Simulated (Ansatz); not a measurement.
Input deck for Ansatz 0.2.0, then the block of the output on the nuclei.

The cell is an entry of the Crystallography Open Database (COD), relaxed with PBE at fixed cell and then changed (volume scaled by 1.06, ions relaxed).

```yaml
crystal:
  lattice:
    - [-3.4162127615, 3.4162127615, 3.4162127615]
    - [3.4162127615, -3.4162127615, 3.4162127615]
    - [3.4162127615, 3.4162127615, -3.4162127615]
  atoms:
    - { symbol: Hf, position: [0.25, 0.625, 0.375] }
    - { symbol: Hf, position: [0.375, 0.25, 0.625] }
    - { symbol: Hf, position: [0.75, 0.875, 0.125] }
    - { symbol: Hf, position: [0.125, 0.75, 0.875] }
    - { symbol: Hf, position: [0.625, 0.375, 0.25] }
    - { symbol: Hf, position: [0.875, 0.125, 0.75] }
    - { symbol: "N", position: [0.1355620488, 0.1355620488, 0.1355620488] }
    - { symbol: "N", position: [0.8644379512, 0.5, 0.0] }
    - { symbol: "N", position: [0.5, 0.0, 0.3644379512] }
    - { symbol: "N", position: [0.0, 0.8644379512, 0.5] }
    - { symbol: "N", position: [0.3644379512, 0.5, 0.0] }
    - { symbol: "N", position: [0.6355620488, 0.6355620488, 0.6355620488] }
    - { symbol: "N", position: [0.0, 0.3644379512, 0.5] }
    - { symbol: "N", position: [0.5, 0.0, 0.8644379512] }
kpoints:
  mp_grid: { grid: [6, 6, 6] }
scf:
  occupations: { method: fermi_dirac, width: 0.02 }
hamiltonian:
  xc: pbe
  pseudopotentials: { kind: paw }
output:
  forces: true
  stress: true
  populations: true
  efg:
    quadrupole_moments_barn: { Hf: 3.365, "N": 0.02044 }
    contact_densities: true
relax:
  f_tol: 0.02
  max_steps: 60
```

```sh
ansatz run input.yaml --threads 4 --pin off --max-ram 8192MiB --backend cpu --events-out ev --progress --plain --runs-dir out
```

The run relaxes the ions first, and the block belongs to the relaxed positions.

Of the output, the block on the nuclei alone is shown; the set-up, the SCF iterations, energies, forces and stress are cut. One atom of each set with nearly equal values is shown.

```
--- PAW observables at the nuclei: V_zz in 10²¹ V/m², potentials from the cell's mean, atoms counted from 1 ---
  atom   1  Hf V_zz =   +35.960364   η = 0.0000   by run symmetry: allowed   C_q = +2925.9272 MHz
            electrostatic potential = -14183.815301 V   contact ρ = 7528566.577883 e/Å³
  atom   7  N  V_zz =    +1.156008   η = 0.0000   by run symmetry: allowed   C_q = +0.5713 MHz
            electrostatic potential = -526.531770 V   contact ρ = 1415.038045 e/Å³
```

The relaxation (4 steps) took 38 s of wall time (2.3 min of CPU time) and 0.95 GiB at its peak, on 4 threads of Arm Neoverse V1 (aarch64; 8 cores open to the job, memory cap 8.0 GiB, no GPU), a shared host with a load of 0.6 a core.

Without spin–orbit coupling the gradients at and beside Hf can be off by some per cent, at some sites by more. At this changed cell the PBE pressure is -7 GPa.
